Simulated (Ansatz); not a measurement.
Crystal: CoSi2.

```xyz
3
Lattice="0.0000 2.6780 2.6780 2.6780 0.0000 2.6780 2.6780 2.6780 0.0000" Properties=species:S:1:pos:R:3 pbc="T T T"
Co    0.0000    0.0000    0.0000
Si    4.0170    4.0170    4.0170
Si    1.3390    1.3390    1.3390
```

Base run:

| Property | Result |
| --- | --- |
| Program | Ansatz 0.2.0 |
| Functional | PBEsol |
| Potentials or basis | Ansatz PAW |
| Cutoff | 420 eV (not typed: the program's choice for these potentials) |
| k mesh | 7 × 7 × 7 |
| Occupations | fermi-dirac, width 0.05 eV |
| Spin | collinear spin, ferromagnetic start |
| Starting moments | [2.5, 0.0, 0.0] μB |
| Fixed moment | 2.5 μB |

Its results: pressure 15.0 GPa; site moments Co +1.41; Si +0.23 μB.

Problem. The run is repeated on the same cell with these changes: fixed moment from 2.5 μB to 0.5 μB; moments at the start from [2.5, 0.0, 0.0] to [0.5, 0.0, 0.0]. What comes out?

Solution. Pressure -3.7 GPa; site moments Co +0.27; Si +0.04 μB.

Caveats: the total moment is fixed, so each spin has its own Fermi level; the PAW data sets come from PBE, with cores solved anew for the run's functional, which leaves a small shift of forces and pressure; the thresholds are loose for stress.
